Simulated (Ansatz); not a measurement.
# KCl: what the smearing changes

Aim: hold KCl and all else fixed and vary the smearing, to see how far energy and properties move.

Program: Ansatz 0.2.0. Level of theory: DFT, PBE, all-electron LAPW, scalar-relativistic. These are calculated values, not measurements.

### 1 The system as given

It takes space group Fm-3m (No. 225, cubic). The conventional cell has a = 6.312 Å, b = 6.312 Å, c = 6.312 Å, α = 90.00°, β = 90.00°, γ = 90.00°. Around K (site symmetry m-3m) lie 6 Cl at 3.16 Å. Cl (site symmetry m-3m) has 6 K at 3.16 Å as nearest neighbours.

Coordinates:

```
CELL_PARAMETERS angstrom
0.00000 3.15610 3.15610
3.15610 0.00000 3.15610
3.15610 3.15610 0.00000
ATOMIC_POSITIONS crystal
K 0.00000 0.00000 0.00000
Cl 0.50000 0.50000 0.50000
```

The cell comes from a crystallographic database entry that wasn't checked; take it as a given geometry, which may be far from equilibrium.

Atoms are numbered in the order of the input: K1, Cl2.

### 2 With cold smearing of 0.15 eV

Input file input.yaml:

```yaml
crystal:
  lattice:
    - [0.0, 3.1561, 3.1561]
    - [3.1561, 0.0, 3.1561]
    - [3.1561, 3.1561, 0.0]
  atoms:
    - { symbol: K, position: [0.0, 0.0, 0.0] }
    - { symbol: Cl, position: [0.5, 0.5, 0.5] }
kpoints:
  mp_grid: { grid: [7, 7, 7] }
scf:
  occupations: { method: cold, width: 0.15 }
hamiltonian:
  xc: pbe
  pseudopotentials: { kind: all_electron, lapw: { basis_error: 0.0005 } }
output:
  forces: true
  stress: true
  eigenvalues: true
```

Run with:

```
ansatz run input.yaml --threads 1 --pin off --max-ram 2048MiB --backend cpu --events-out ev --progress --plain --runs-dir out
```

### 3 With Fermi–Dirac smearing of 0.01 eV

input.yaml, as its differences from that of step 2:

```diff
@@ -11,3 +11,3 @@
 scf:
-  occupations: { method: cold, width: 0.15 }
+  occupations: { method: fermi_dirac, width: 0.01 }
 hamiltonian:
```

### 4 With Gaussian smearing of 0.05 eV

input.yaml, as its differences from that of step 3:

```diff
@@ -11,3 +11,3 @@
 scf:
-  occupations: { method: fermi_dirac, width: 0.01 }
+  occupations: { method: gaussian, width: 0.05 }
 hamiltonian:
```

### 5 With Fermi–Dirac smearing of 0.28 eV

input.yaml, as its differences from that of step 4:

```diff
@@ -11,3 +11,3 @@
 scf:
-  occupations: { method: gaussian, width: 0.05 }
+  occupations: { method: fermi_dirac, width: 0.28 }
 hamiltonian:
```

### 6 With tetrahedron filling

input.yaml, as its differences from that of step 5:

```diff
@@ -11,3 +11,3 @@
 scf:
-  occupations: { method: fermi_dirac, width: 0.28 }
+  occupations: { method: tetrahedron }
 hamiltonian:
```

(Steps that only read results are left out.)

Q: Predict the outcome of this session. Wanted: pressure, in all runs; gap, in all runs.

As calculated:

| quantity | value |
| --- | --- |
| largest change of energy from «cold smearing of 0.15 eV» (zero smearing) | 0.0 meV/atom (Fermi–Dirac smearing of 0.28 eV) |
| pressure, in all runs (LAPW) | 0.58 GPa |
| gap, in all runs (LAPW) | 5.16 eV |

What this shows: Across the runs the energy spans 0.0 meV/atom. The pressure spans under 0.01 GPa (LAPW, the tetrahedron run left out, since its derivatives are unreliable).

These are semilocal Kohn-Sham gaps, which aren't the measured quantity. Such gaps usually fall short of the measured ones.
